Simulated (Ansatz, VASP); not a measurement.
# GaN: VASP beside Ansatz

The input INCAR:

```
SYSTEM = GaN
  PREC = Accurate
  ENCUT = 520
  EDIFF = 1E-7
  ISMEAR = -1
  SIGMA = 0.05
  LREAL = .FALSE.
  LASPH = .TRUE.
  NELM = 80
  ALGO = Normal
  ISIF = 2
  LWAVE = .FALSE.
  LCHARG = .FALSE.
  GGA = CA
  NBANDS = 16
```

Contents of KPOINTS:

```
Automatic mesh
0
G
  11 11 11
  0 0 0
```

The input POSCAR:

```
GaN
1.0
    0.0000000000      2.1352350000      2.1352350000
    2.1352350000      0.0000000000      2.1352350000
    2.1352350000      2.1352350000      0.0000000000
Ga N
1 1
Direct
    0.0000000000      0.0000000000      0.0000000000
    0.5000000000      0.5000000000      0.5000000000
```

The input input.yaml:

```yaml
crystal:
  lattice:
    - [0.0, 2.135235, 2.135235]
    - [2.135235, 0.0, 2.135235]
    - [2.135235, 2.135235, 0.0]
  atoms:
    - { symbol: Ga, position: [0.0, 0.0, 0.0] }
    - { symbol: "N", position: [0.5, 0.5, 0.5] }
hamiltonian:
  xc: lda
  pseudopotentials: { kind: paw }
kpoints:
  mp_grid: { grid: [11, 11, 11] }
  band_path:
    path:
      - [[0.0, 0.0, 0.0], [0.5, 0.0, 0.5], [0.5, 0.25, 0.75], [0.375, 0.375, 0.75], [0.0, 0.0, 0.0], [0.5, 0.5, 0.5], [0.625, 0.25, 0.625], [0.5, 0.25, 0.75], [0.5, 0.5, 0.5], [0.375, 0.375, 0.75]]
      - [[0.625, 0.25, 0.625], [0.5, 0.0, 0.5]]
    npoints: 14
scf:
  occupations: { method: fermi_dirac, width: 0.05 }
  n_extra_bands: 6
output:
  forces: true
  stress: true
  eigenvalues: true
  fatbands: true
```

Measurements of this composition are mostly on another form, of space group No. 186.

Alike in both runs: functional LDA; k mesh 11 × 11 × 11; occupations fermi-dirac, width 0.05 eV; no spin polarisation.

|  | VASP | Ansatz |
| --- | --- | --- |
| version | VASP 6.6.1 | Ansatz 0.2.0 |
| potentials or method | VASP PAW LDA potentials, release 64 (Ga_d, N) | Ansatz PAW |
| plane-wave cutoff (eV) | 520 | 420 |
| valence electrons in the cell | 18 | 18 |
| task | single point | band structure |

```csv
,VASP,Ansatz,Ansatz less VASP
gap on the k mesh at the Fermi level (eV),0.36,0.35,-0.019
least direct gap on the mesh (eV),2.45,2.42,-0.029
pressure (GPa),-12.5,-13.6,-1.10
```

Caveats: an odd mesh through Γ misses points on the zone boundary, where band edges often lie (VASP); the k mesh misses the band edges, so the gap on the mesh is wider than the one along the path (Ansatz); the pressure holds a Pulay correction of +0.7 GPa for the finite cutoff (Ansatz); the PAW data sets come from PBE, with cores solved anew for the run's functional, which leaves a small shift of forces and pressure (Ansatz).
